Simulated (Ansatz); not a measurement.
**C: random displacements**

These are results of DFT PBE+D3(BJ), scalar-relativistic, plane waves, PAW (Ansatz), not measurements. Cutoff 420 eV, Γ-centred 24×24×2 k-points, Gaussian smearing of 0.15 eV. No spin polarisation. Energies are free energies at this smearing, counted from the undisturbed cell; pressure is positive in compression.

Zero of the scan (relaxed at this level; this form isn't the usual structure):

```
CELL_PARAMETERS angstrom
2.46527 0.00000 0.00000
-1.23263 2.13498 0.00000
0.00000 0.00000 23.92229
ATOMIC_POSITIONS crystal
C 0.00000 0.00000 0.57116
C 0.00000 0.00000 0.42884
C 0.33333 0.66667 0.42882
C 0.66667 0.33333 0.57118
```

The atoms are displaced (Å, in the unstrained cell):

| atom | ux | uy | uz |
| --- | --- | --- | --- |
| C1 | 0.068 | -0.268 | -0.165 |
| C2 | 0.071 | 0.090 | 0.050 |
| C3 | -0.056 | 0.255 | -0.007 |
| C4 | -0.084 | -0.076 | 0.122 |

Strain (Voigt, engineering shear): (-0.0389, 0.0480, 0.0410, 0.0083, 0.0196, 0.0025).

What are the energy change, the stress and the forces?

ΔE = 877.3 meV/atom; stress (xx, yy, zz, yz, xz, xy; compression positive) (17.50, -2.80, -1.43, -1.76, 0.42, -4.14) GPa.
```
atom Fx (eV/Å) Fy Fz
  C1      -2.88   6.34   3.64
  C2     -10.58   8.44  -0.61
  C3      10.58  -8.44   0.62
  C4       2.87  -6.34  -3.65
```

Cost: 1 run of about 0.7 core-minutes, on Intel Xeon 6975P-C (Granite Rapids) (shared hosts).